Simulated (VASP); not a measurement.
## A VASP 6.6.1 single-point calculation on TiO$_{2}$

INCAR

```
EDIFF = 1E-7
NBANDS = 48
SIGMA = 0.02
ISIF = 2
AMIX = 0.8
LWAVE = .FALSE.
NSW = 0
NELM = 92
LASPH = .TRUE.
LCHARG = .FALSE.
LREAL = .FALSE.
METAGGA = RTPSS
PREC = Accurate
ISMEAR = -1
ENCUT = 520
IBRION = -1
```

KPOINTS

```
KPOINTS created by Atomic Simulation Environment
0
Gamma
6 6 8
0 0 0
```

POSCAR

```
Ti O
 1.0000000000000000
     4.4879007559000001    0.0000000000000000    0.0000000000000000
     0.0000000000000000    4.4879007559000001    0.0000000000000000
     0.0000000000000000    0.0000000000000000    3.0038137159999998
 Ti  O
   2   4
Cartesian
 -0.0000000000000000  0.0000000000000000  0.0000000000000000
  2.2439503779500001  2.2439503779500001  1.5019068579999999
  1.3645558775460342  1.3645558775460342  0.0000000000000000
  0.8793945004039656  3.6085062554960343  1.5019068579999999
  3.1233448783539659  3.1233448783539659  0.0000000000000000
  3.6085062554960343  0.8793945004039656  1.5019068579999999
```

The recommended PBE PAW datasets give the neutral cell 48 valence electrons.

Command

```
mpirun -np 1 vasp_std
```

OSZICAR

```
N       E                     dE             d eps       ncg     rms          rms(c)
DAV:   1     0.598463414214E+03    0.59846E+03   -0.21544E+04  4824   0.119E+03
DAV:   2     0.155249057542E+02   -0.58294E+03   -0.52880E+03  4808   0.385E+02
DAV:   3    -0.642037402838E+02   -0.79729E+02   -0.75778E+02  6704   0.134E+02
DAV:   4    -0.708728073540E+02   -0.66691E+01   -0.63852E+01  6376   0.328E+01
DAV:   5    -0.710721753625E+02   -0.19937E+00   -0.19883E+00  5160   0.520E+00    0.368E+01
DAV:   6    -0.740866090729E+02   -0.30144E+01   -0.32323E+02  5256   0.107E+02    0.376E+01
DAV:   7    -0.583690444111E+02    0.15718E+02   -0.56609E+01  5888   0.597E+01    0.152E+01
DAV:   8    -0.600914728537E+02   -0.17224E+01   -0.47259E+00  5472   0.190E+01    0.142E+01
DAV:   9    -0.593660753025E+02    0.72540E+00   -0.35465E-01  5832   0.390E+00    0.128E+01
DAV:  10    -0.582605649427E+02    0.11055E+01   -0.38242E+00  7344   0.879E+00    0.573E+00
...
DAV:  23    -0.586183846544E+02   -0.10251E-02   -0.77389E-04  5296   0.147E-01    0.839E-02
DAV:  24    -0.586184869377E+02   -0.10228E-03   -0.29002E-04  5616   0.465E-02    0.345E-02
DAV:  25    -0.586185870290E+02   -0.10009E-03   -0.19230E-04  6160   0.429E-02    0.915E-03
DAV:  26    -0.586186213546E+02   -0.34326E-04   -0.16844E-05  4992   0.243E-02    0.147E-02
DAV:  27    -0.586186226567E+02   -0.13021E-05   -0.11583E-05  5792   0.929E-03    0.222E-03
DAV:  28    -0.586186263914E+02   -0.37347E-05   -0.20277E-06  5592   0.682E-03    0.301E-03
DAV:  29    -0.586186270933E+02   -0.70184E-06   -0.75992E-07  5656   0.282E-03    0.339E-04
DAV:  30    -0.586186273772E+02   -0.28392E-06   -0.25619E-07  5424   0.207E-03    0.384E-04
DAV:  31    -0.586186274574E+02   -0.80227E-07   -0.54985E-08  3616   0.104E-03
   1 F= -.58618627E+02 E0= -.58618627E+02  d E =-.123225E-15
```

From OUTCAR

```
k-points           NKPTS =     50   k-points in BZ     NKDIM =     50   number of bands    NBANDS=     48

   NELECT =      48.0000    total number of electrons

   dimension x,y,z NGX =    36 NGY =   36 NGZ =   24
   dimension x,y,z NGXF=    72 NGYF=   72 NGZF=   48

  energy-cutoff  :      520.00
  volume of cell :       60.50
      direct lattice vectors                 reciprocal lattice vectors
     4.487900756  0.000000000  0.000000000     0.222821327  0.000000000  0.000000000
     0.000000000  4.487900756  0.000000000     0.000000000  0.222821327  0.000000000
     0.000000000  0.000000000  3.003813716     0.000000000  0.000000000  0.332910125

 k-points in reciprocal lattice and weights: KPOINTS created by Atomic Simulation Env
   0.00000000  0.00000000  0.00000000       0.003
   0.16666667  0.00000000  0.00000000       0.014
   0.33333333  0.00000000  0.00000000       0.014
   0.50000000  0.00000000  0.00000000       0.007
   0.16666667  0.16666667  0.00000000       0.014
   0.33333333  0.16666667  0.00000000       0.028
   0.50000000  0.16666667  0.00000000       0.014
   0.33333333  0.33333333  0.00000000       0.014
   ...

 E-fermi :   5.8789

 k-point     1 :       0.0000    0.0000    0.0000
  band No.  band energies     occupation
      1     -52.7619      2.00000
      2     -52.7395      2.00000
      3     -28.5094      2.00000
      4     -28.5094      2.00000
      5     -28.3093      2.00000
      6     -28.3093      2.00000
      7     -28.2807      2.00000
      8     -28.2351      2.00000
      9     -13.8762      2.00000
     10     -12.6339      2.00000
     11     -11.7996      2.00000
     12     -11.7996      2.00000
     13      -0.8232      2.00000
     14      -0.3838      2.00000
     15      -0.0978      2.00000
     16       1.1451      2.00000
     17       1.1451      2.00000
     18       2.6145      2.00000
     19       2.6145      2.00000
     20       2.8805      2.00000
     21       4.4059      2.00000
     22       4.8111      2.00000
     23       4.8111      2.00000
     24       5.2544      2.00000
     25       7.2636      0.00000
     26       7.6273      0.00000
     27       7.6860      0.00000
     28       7.8028      0.00000
     29       7.8028      0.00000
     30      10.0356      0.00000
     31      10.0657      0.00000
     32      12.1097      0.00000
     33      12.1097      0.00000
     34      13.1984      0.00000
     35      13.4471      0.00000
     36      16.7962      0.00000
     37      16.7962      0.00000
     38      20.2235      0.00000
     39      20.6986      0.00000
     40      22.4801      0.00000
     41      24.2257      0.00000
     42      24.7622      0.00000
     43      25.5683      0.00000
     44      25.5683      0.00000
     45      26.6843      0.00000
     46      28.2730      0.00000
     47      30.2738      0.00000
     48      30.3503      0.00000

 ...

  Total        5.5786190      5.5786190      2.3945779      0.0000000      0.0000000      0.0000000
  in kB      147.7330964    147.7330964     63.4132593      0.0000000      0.0000000      0.0000000
  external PRESSURE =     119.6264840 kB  Pullay stress =       0.0000000 kB

 POSITION                                       TOTAL-FORCE (eV/Angst)
 -----------------------------------------------------------------------------------
      0.00000      0.00000      0.00000         0.000000      0.000000      0.000000
      2.24395      2.24395      1.50191         0.000000      0.000000      0.000000
      1.36456      1.36456      0.00000        -0.057691     -0.057691      0.000000
      0.87939      3.60851      1.50191         0.057691     -0.057691      0.000000
      3.12334      3.12334      0.00000         0.057691      0.057691     -0.000000
      3.60851      0.87939      1.50191        -0.057691      0.057691     -0.000000
 -----------------------------------------------------------------------------------
    total drift:                                0.000000     -0.000000      0.000000

  FREE ENERGIE OF THE ION-ELECTRON SYSTEM (eV)
  ---------------------------------------------------
  free  energy   TOTEN  =       -58.6186274574 eV

  energy  without entropy=      -58.6186274574  energy(sigma->0) =      -58.61862746
```

It converged. Results: gap between bands v and c on the k mesh 2.01 eV; least direct gap on the k mesh 2.01 eV; pressure 12.0 GPa; largest force 0.08 eV/Å. Band v is the last that the valence electrons fill when counted band by band, and c is the next.

For comparison, a separate PBE run of the intended cell, on usual settings and not on those above, gives a gap of 1.87 eV on its mesh and a pressure of 12.5 GPa.

The run above took about 12 min on one core of a shared host (Intel Xeon Platinum 8488C) and held 0.25 GiB at most.
